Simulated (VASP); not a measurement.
A VASP 6.6.1 single-point calculation on KI

INCAR

```
LASPH = .FALSE.
EDIFF = 1E-7
ENCUT = 520
LWAVE = .FALSE.
LREAL = .FALSE.
LCHARG = .FALSE.
ISMEAR = -1
SIGMA = 0.02
NSW = 0
NELM = 120
GGA = PE
IBRION = -1
NBANDS = 15
LMAXMIX = 6
PREC = Accurate
ISIF = 2
```

KPOINTS

```
KPOINTS created by Atomic Simulation Environment
0
Gamma
6 6 6
0 0 0
```

POSCAR

```
K  I
 1.0000000000000000
     0.0000000000000000    3.8667467451999999    4.1443295270000000
     3.8667467451999999    0.0000000000000000    4.1443295270000000
     3.8667467451999999    3.8667467451999999    0.0000000000000000
 K   I
   1   1
Cartesian
  0.0000000000000000  0.0000000000000000  0.0000000000000000
  1.9333733726000000  1.9333733726000000  2.0721647635000000
```

The recommended PBE PAW datasets give the neutral cell 16 valence electrons.

Command

```
mpirun -np 1 vasp_std
```

OSZICAR

```
N       E                     dE             d eps       ncg     rms          rms(c)
DAV:   1     0.920689218376E+02    0.92069E+02   -0.59489E+03   900   0.856E+02
DAV:   2     0.164556213030E+01   -0.90423E+02   -0.84000E+02  1152   0.196E+02
DAV:   3    -0.510213031432E+01   -0.67477E+01   -0.67181E+01  1252   0.484E+01
DAV:   4    -0.556425815168E+01   -0.46213E+00   -0.46198E+00  1621   0.106E+01
DAV:   5    -0.556539601817E+01   -0.11379E-02   -0.11378E-02  1230   0.609E-01    0.297E+00
DAV:   6    -0.538776596481E+01    0.17763E+00   -0.20166E-01  1194   0.213E+00    0.217E+00
DAV:   7    -0.536497508331E+01    0.22791E-01   -0.21490E-01  1271   0.192E+00    0.935E-01
DAV:   8    -0.538097620881E+01   -0.16001E-01   -0.23003E-02  1101   0.833E-01    0.150E-01
DAV:   9    -0.538341585314E+01   -0.24396E-02   -0.37667E-03  1019   0.271E-01    0.107E-01
DAV:  10    -0.538425477561E+01   -0.83892E-03   -0.55183E-04   922   0.139E-01    0.251E-02
DAV:  11    -0.538435854837E+01   -0.10377E-03   -0.15584E-04  1103   0.655E-02    0.234E-02
DAV:  12    -0.538438016467E+01   -0.21616E-04   -0.23954E-05   935   0.342E-02    0.895E-03
DAV:  13    -0.538438082760E+01   -0.66293E-06   -0.49118E-07  1404   0.502E-03    0.519E-03
DAV:  14    -0.538438135297E+01   -0.52538E-06   -0.92746E-07   949   0.467E-03    0.719E-04
DAV:  15    -0.538438135878E+01   -0.58039E-08   -0.61576E-08   944   0.149E-03
   1 F= -.53843814E+01 E0= -.53843814E+01  d E =-.844319E-11
```

From OUTCAR

```
k-points           NKPTS =     30   k-points in BZ     NKDIM =     30   number of bands    NBANDS=     15

   NELECT =      16.0000    total number of electrons

   dimension x,y,z NGX =    42 NGY =   42 NGZ =   42
   dimension x,y,z NGXF=    84 NGYF=   84 NGZF=   84

  energy-cutoff  :      520.00
  volume of cell :      123.93
      direct lattice vectors                 reciprocal lattice vectors
     0.000000000  3.866746745  4.144329527    -0.129307667  0.129307667  0.120646777
     3.866746745  0.000000000  4.144329527     0.129307667 -0.129307667  0.120646777
     3.866746745  3.866746745  0.000000000     0.129307667  0.129307667 -0.120646777

 k-points in reciprocal lattice and weights: KPOINTS created by Atomic Simulation Env
   0.00000000  0.00000000  0.00000000       0.005
   0.16666667  0.00000000  0.00000000       0.037
   0.33333333  0.00000000  0.00000000       0.037
   0.50000000  0.00000000  0.00000000       0.019
   0.16666667  0.16666667  0.00000000       0.009
   0.33333333  0.16666667  0.00000000       0.037
   0.50000000  0.16666667  0.00000000       0.037
  -0.33333333  0.16666667  0.00000000       0.037
   ...

 E-fermi :  -1.6443

 k-point     1 :       0.0000    0.0000    0.0000
  band No.  band energies     occupation
      1     -30.6188      2.00000
      2     -14.1166      2.00000
      3     -14.1166      2.00000
      4     -14.1084      2.00000
      5     -12.1773      2.00000
      6      -2.1895      2.00000
      7      -2.1421      2.00000
      8      -2.1421      2.00000
      9       1.7729      0.00000
     10       5.1607      0.00000
     11       5.6077      0.00000
     12       5.9324      0.00000
     13       6.0672      0.00000
     14       6.0672      0.00000
     15       6.6725      0.00000

 k-point     2 :       0.1667    0.0000    0.0000
  band No.  band energies     occupation
      1     -30.6187      2.00000
      2     -14.1297      2.00000
      3     -14.1172      2.00000
      4     -14.1113      2.00000
      5     -12.1517      2.00000
      6      -2.3017      2.00000
      7      -2.1798      2.00000
      8      -2.1378      2.00000
      9       2.1782      0.00000
     10       4.9914      0.00000
     11       5.3135      0.00000
     12       5.6406      0.00000
     13       6.2414      0.00000
     14       6.3888      0.00000
     15       6.4777      0.00000

 k-point     3 :       0.3333    0.0000    0.0000
  band No.  band energies     occupation
      1     -30.6184      2.00000
      2     -14.1581      2.00000
      3     -14.1184      2.00000
      4     -14.1137      2.00000
      5     -12.1017      2.00000
      6      -2.5307      2.00000
      7      -2.1988      2.00000
      8      -2.1295      2.00000
      9       3.0110      0.00000
     10       4.7910      0.00000
     11       4.9237      0.00000
     12       5.1207      0.00000
     13       6.2824      0.00000
     14       6.3416      0.00000
     15       6.4931      0.00000

 ...

  Total        0.1723846      0.1723846      0.1418309      0.0000000     -0.0000000     -0.0000000
  in kB        2.2286060      2.2286060      1.8336043      0.0000000     -0.0000000     -0.0000000
  external PRESSURE =       2.0969387 kB  Pullay stress =       0.0000000 kB

 POSITION                                       TOTAL-FORCE (eV/Angst)
 -----------------------------------------------------------------------------------
      0.00000      0.00000      0.00000         0.000000      0.000000      0.000000
      1.93337      1.93337      2.07216        -0.000000     -0.000000     -0.000000
 -----------------------------------------------------------------------------------
    total drift:                               -0.000000     -0.000000     -0.000000

  FREE ENERGIE OF THE ION-ELECTRON SYSTEM (eV)
  ---------------------------------------------------
  free  energy   TOTEN  =        -5.3843813588 eV

  energy  without entropy=       -5.3843813588  energy(sigma->0) =       -5.38438136
```

It converged. Results: gap between bands v and c on the k mesh 3.90 eV; least direct gap on the k mesh 3.92 eV; pressure 0.2 GPa. Band v is the last that the valence electrons fill when counted band by band, and c is the next.

For comparison, a separate PBE run of the intended cell, on usual settings and not on those above, gives a gap of 3.90 eV on its mesh and a pressure of 0.2 GPa.

The run above took about 57 s on one core of a shared host (Intel Xeon Platinum 8488C) and held 0.27 GiB at most.
